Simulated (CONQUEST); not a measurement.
The system is PtSe2 (Sudovikovite).

```
Pt Se
1.0
     3.72400    0.00000    0.00000
     0.00000    5.06200    0.00000
     0.00000    0.00000    6.45016
Pt Se
2 4
Direct
  0.00000 0.00000 0.00000
  0.50000 0.00000 0.50000
  0.00000 0.75000 0.33333
  0.50000 0.75000 0.83333
  0.00000 0.25000 0.66667
  0.50000 0.25000 0.16667
```

Base run:

```yaml
Program: CONQUEST 1.3
Functional: PBE
Potentials_or_basis: PseudoDojo NC PBE, DZ, grid cutoff 120 Ha
k_mesh: 7 × 5 × 4
Occupations: fermi-dirac, width 0.05 eV
Spin: no spin polarisation
```

Its results: band gap on the k mesh none (metal or under the smearing width); pressure 13.5 GPa; largest force 1.885 eV/Å.

The run is repeated on the same cell with these changes: potentials or basis from PseudoDojo NC PBE, DZ, grid cutoff 120 Ha to PseudoDojo NC PBE, DZP, grid cutoff 120 Ha. What comes out?

Band gap on the k mesh none (metal or under the smearing width); pressure 10.9 GPa; largest force 1.161 eV/Å.

Caveats: the basis of atomic orbitals isn't converged, which shifts pressures, moduli and gaps; forces of over 1 eV/Å show positions far from the minimum, so gaps and moduli don't describe the material at rest; the atomic basis is small (some runs).
